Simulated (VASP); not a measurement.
Wanted: the native input for a VASP 6.6.1 run.

```
Task                   : band structure
Functional             : LDA
Potentials or basis    : VASP PAW LDA potentials, release 64 (Hg, Se)
Cutoff                 : 520 eV
k mesh                 : 8 × 8 × 8
Occupations            : fermi-dirac, width 0.05 eV
Spin                   : no spin polarisation
Further INCAR settings : ALGO = Normal; EDIFF = 1e-06; NBANDS = 16
```

The structure of HgSe lies in POSCAR:

```
HgSe
1.0
    0.0000000000      3.0390000000      3.0390000000
    3.0390000000      0.0000000000      3.0390000000
    3.0390000000      3.0390000000      0.0000000000
Hg Se
1 1
Direct
    0.0000000000      0.0000000000      0.0000000000
    0.7500000000      0.7500000000      0.7500000000
```

The input as run:

INCAR

```
ALGO = Normal
EDIFF = 1E-6
ENCUT = 520
GGA = CA
ISIF = 2
ISMEAR = -1
LASPH = T
LCHARG = F
LREAL = F
LWAVE = F
NBANDS = 16
NELM = 60
PREC = Accurate
SIGMA = 0.05
```

KPOINTS

```
k-points
0
Gamma
  8 8 8
```

KPOINTS_OPT

```
path GXWKGLUWLK,UX
10
line-mode
reciprocal
 0.0000000000  0.0000000000  0.0000000000  G
 0.5000000000  0.0000000000  0.5000000000  X

 0.5000000000  0.0000000000  0.5000000000  X
 0.5000000000  0.2500000000  0.7500000000  W

 0.5000000000  0.2500000000  0.7500000000  W
 0.3750000000  0.3750000000  0.7500000000  K

 0.3750000000  0.3750000000  0.7500000000  K
 0.0000000000  0.0000000000  0.0000000000  G

 0.0000000000  0.0000000000  0.0000000000  G
 0.5000000000  0.5000000000  0.5000000000  L

 0.5000000000  0.5000000000  0.5000000000  L
 0.6250000000  0.2500000000  0.6250000000  U

 0.6250000000  0.2500000000  0.6250000000  U
 0.5000000000  0.2500000000  0.7500000000  W

 0.5000000000  0.2500000000  0.7500000000  W
 0.5000000000  0.5000000000  0.5000000000  L

 0.5000000000  0.5000000000  0.5000000000  L
 0.3750000000  0.3750000000  0.7500000000  K

 0.6250000000  0.2500000000  0.6250000000  U
 0.5000000000  0.0000000000  0.5000000000  X
```

Potentials or basis: VASP PAW LDA potentials, release 64 (Hg, Se).

Command:

```console
$ cat potpaw_LDA.64/Hg/POTCAR potpaw_LDA.64/Se/POTCAR > POTCAR
$ mpirun -np 1 vasp_std > vasp.out
```

Results of the run:

| Item | Value |
| --- | --- |
| Pressure | 0.1 GPa |
| Band gap along the path | none (metal or under the smearing width) |

Caveat: spin-orbit coupling is left out, which moves the levels of the heavy elements.

Run time: 51 s on 1 thread of Intel(R) Xeon(R) Platinum 8259CL CPU @ 2.50GHz (Skylake/Cascade Lake) (shared host), peak memory 0.18 GiB.
